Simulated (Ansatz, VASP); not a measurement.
## Two plane-wave programs on Ge

```
Ge
1.0
     1.39715   -2.60052    0.00000
     1.39715    2.60052    0.00000
     0.00000    0.00000    2.69823
Ge
1
Direct
  0.50000 0.50000 0.00000
```

This isn't the form of Ge at room conditions, which is diamond.

Alike in both runs: task single point; functional PBE; k mesh 11 × 11 × 10; occupations gaussian, width 0.016 eV; no spin polarisation.

|  | VASP | Ansatz |
| --- | --- | --- |
| version | VASP 6.6.1 | Ansatz 0.2.0 |
| potentials or method | VASP PAW PBE potentials, release 64 (Ge_d) | Ansatz PAW |
| plane-wave cutoff (eV) | 520 | 420 |
| valence electrons in the cell | 14 | 14 |

Ansatz gave:

| Item | Value |
| --- | --- |
| gap on the k mesh at the Fermi level (eV) | none |
| pressure (GPa) | -0.7 |
| largest component of the traceless stress (GPa) | 2.16 |

Which values does VASP return?

gap on the k mesh at the Fermi level (eV): none; pressure (GPa): -0.8; largest component of the traceless stress (GPa): 2.15.

A gap of «none» marks a metal or a gap that the smearing closes. With one functional, cell and mesh, what is left measures potentials, basis and numerics.
